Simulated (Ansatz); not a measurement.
Moving the functional in GaN

```cif
data_structure
_symmetry_space_group_name_H-M 'P 1'
_symmetry_Int_Tables_number 1
_cell_length_a 3.1800
_cell_length_b 3.1800
_cell_length_c 5.1660
_cell_angle_alpha 90.000
_cell_angle_beta 90.000
_cell_angle_gamma 120.000
_cell_volume 45.24
loop_
_atom_site_label
_atom_site_type_symbol
_atom_site_fract_x
_atom_site_fract_y
_atom_site_fract_z
_atom_site_occupancy
Ga1 Ga 0.66667 0.33333 0.50000 1
Ga2 Ga 0.33333 0.66667 0.00000 1
N1 N 0.66667 0.33333 0.87500 1
N2 N 0.33333 0.66667 0.37500 1
```

Kept alike: task band structure; k mesh 10 × 10 × 5; occupations fermi-dirac, width 0.05 eV; no spin polarisation. Program: Ansatz, all-electron LAPW, scalar-relativistic. The mesh is that of the run's cell of 4 atoms. No spin-orbit coupling.

| functional | band gap (eV) | pressure (GPa) |
| --- | --- | --- |
| LDA | 1.978 | -4.26 |
| PBE | 1.982 | 7.20 |
| PBEsol | 1.923 | 1.02 |

Pressure is positive in compression. Gaps are the smaller of the mesh's and the band path's.

The band gap runs from 1.923 (PBEsol) to 1.982 eV (PBE). From PBE: LDA -0.004; PBEsol -0.059. Measured: 3.4 eV at 300 K (arxiv:1710.05670); nearest LDA; PBE, 1.418 eV off. Semilocal gaps fall short of quasiparticle gaps. The pressure runs from -4.26 (LDA) to 7.20 GPa (PBE). From PBE: LDA -11.46; PBEsol -6.18.
